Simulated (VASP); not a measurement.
# RbBr in VASP: how settings move the PBE single point

Aim: see what changed inputs do to the PBE single point of RbBr built on the zincblende prototype, under +5.8 % strain along z alone. This is a trial cell built on a prototype, not taken from a measured structure, and it needn't be the compound's ground state.

Program: VASP 6.6.1. PAW datasets, plane waves. Computed, not measured; no magnetism was allowed (in the reference), and the structure may never have been made.

## Step 1: The system as given

The cell comes from an earlier relaxation with r2SCAN in another program, then strained, with the atoms relaxed again. Some of the altered inputs switch spin polarisation on.

The symmetry is I-4m2 (No. 119, tetragonal); conventional cell a = 5.472 Å, c = 8.186 Å, 61.28 Å³ an atom. Near Rb stand 4 Br at 3.42 Å; near Br stand 4 Rb at 3.42 Å.

Coordinates:

```cif
data_structure
_symmetry_space_group_name_H-M 'P 1'
_symmetry_Int_Tables_number 1
_cell_length_a 5.6324
_cell_length_b 5.6324
_cell_length_c 5.4723
_cell_angle_alpha 60.936
_cell_angle_beta 60.936
_cell_angle_gamma 58.128
_cell_volume 122.56
loop_
_atom_site_label
_atom_site_type_symbol
_atom_site_fract_x
_atom_site_fract_y
_atom_site_fract_z
_atom_site_occupancy
Rb1 Rb 0.00000 0.00000 0.00000 1
Br1 Br 0.25000 0.25000 0.25000 1
```

## Step 2: The reference run

The input, INCAR:

```
ENCUT = 520.000000
SIGMA = 0.020000
EDIFF = 1.00e-07
GGA = PE
PREC = Accurate
IBRION = -1
ISIF = 2
ISMEAR = -1
NBANDS = 15
NELM = 120
NSW = 0
LASPH = .TRUE.
LCHARG = .TRUE.
LELF = .TRUE.
LWAVE = .FALSE.
LREAL = .FALSE.
```

The input, KPOINTS:

```
KPOINTS created by Atomic Simulation Environment
0
Gamma
6 6 6
0 0 0
```

The input, POSCAR:

```
Rb Br
 1.0000000000000000
     0.0000000000000000    3.8694967701000000    4.0927667337000004
     3.8694967701000000    0.0000000000000000    4.0927667337000004
     3.8694967701000000    3.8694967701000000    0.0000000000000000
 Rb  Br
   1   1
Cartesian
  0.0000000000000000  0.0000000000000000  0.0000000000000000
  1.9347483850500000  1.9347483850500000  2.0463833668500002
```

A file KPOINTS_OPT adds named points for the levels; it doesn't enter the self-consistent loop.

Potentials: the recommended PBE PAW datasets, 16 valence electrons.

Run with:

```sh
$ mpirun -np 1 vasp_std
```

## Step 3: Try 1

The input, INCAR:

```
ENCUT = 520.000000
SIGMA = 0.020000
EDIFF = 1.00e-07
PREC = Accurate
IBRION = -1
ISIF = 2
ISMEAR = -1
NBANDS = 15
NELM = 120
NSW = 0
LASPH = .TRUE.
LCHARG = .FALSE.
LWAVE = .FALSE.
LREAL = .FALSE.
METAGGA = MBJ
```

The input, KPOINTS:

```
KPOINTS created by Atomic Simulation Environment
0
Monkhorst-Pack
2 2 2
0 0 0
```

POSCAR is that of step 2.

## Step 4: Try 2

The input, INCAR:

```
SIGMA = 0.020000
EDIFF = 1.00e-07
GGA = PE
PREC = Accurate
IBRION = -1
ISIF = 2
ISMEAR = -1
NBANDS = 15
NSW = 0
LASPH = .TRUE.
LCHARG = .FALSE.
LWAVE = .FALSE.
LREAL = .FALSE.
ENCUT = 800
NELM = 98
```

KPOINTS is that of step 2.

POSCAR is that of step 2.

## Step 5: Try 3

Changes to INCAR since step 2:

```diff
@@ -12,5 +12,7 @@
 LASPH = .TRUE.
-LCHARG = .TRUE.
-LELF = .TRUE.
+LCHARG = .FALSE.
 LWAVE = .FALSE.
 LREAL = .FALSE.
+AMIX = 0.2
+BMIX = 0.0001
+IVDW = 21
```

KPOINTS is that of step 2.

POSCAR is that of step 2.

## Step 6: Try 4

The input, INCAR:

```
ENCUT = 520.000000
SIGMA = 0.020000
EDIFF = 1.00e-07
GGA = PE
PREC = Accurate
IBRION = -1
ISIF = 2
ISMEAR = -1
NBANDS = 15
NSW = 0
LASPH = .TRUE.
LCHARG = .FALSE.
LWAVE = .FALSE.
LREAL = .FALSE.
NELM = 86
ISPIN = 2
MAGMOM = 1.0
```

KPOINTS is that of step 2.

POSCAR is that of step 2.

**Question.** What will these runs give? Wanted: for each run, changed; ending; energy change; pressure; electronic steps; usable.

**Answer**, as computed:

| run | changed | ending | energy change (meV/atom) | pressure (GPa) | gap on the mesh (eV; negative: overlap) | electronic steps | time | usable |
| --- | --- | --- | --- | --- | --- | --- | --- | --- |
| ref. | – | converged | 0 | -0.3 | 3.97 | 14 | 28 s | yes |
| 1 | METAGGA = MBJ, mesh 2×2×2, shifted mesh | not converged | – | – | – | 120 | 91 s | no |
| 2 | ENCUT = 800, NELM = 98 | converged | 0.1 | -0.3 | 3.97 | 14 | 60 s | yes |
| 3 | AMIX = 0.2, BMIX = 0.0001, IVDW = 21 | converged | – | -0.3 | 3.97 | 15 | 59 s | yes |
| 4 | ISPIN = 2, MAGMOM = 1 | refused | – | – | – | – | 0.4 s | no |

Of 4 altered inputs, 2 gave no result, 2 gave usable results. «ENCUT = 800, NELM = 98» moves the energy by 0.1 meV/atom.
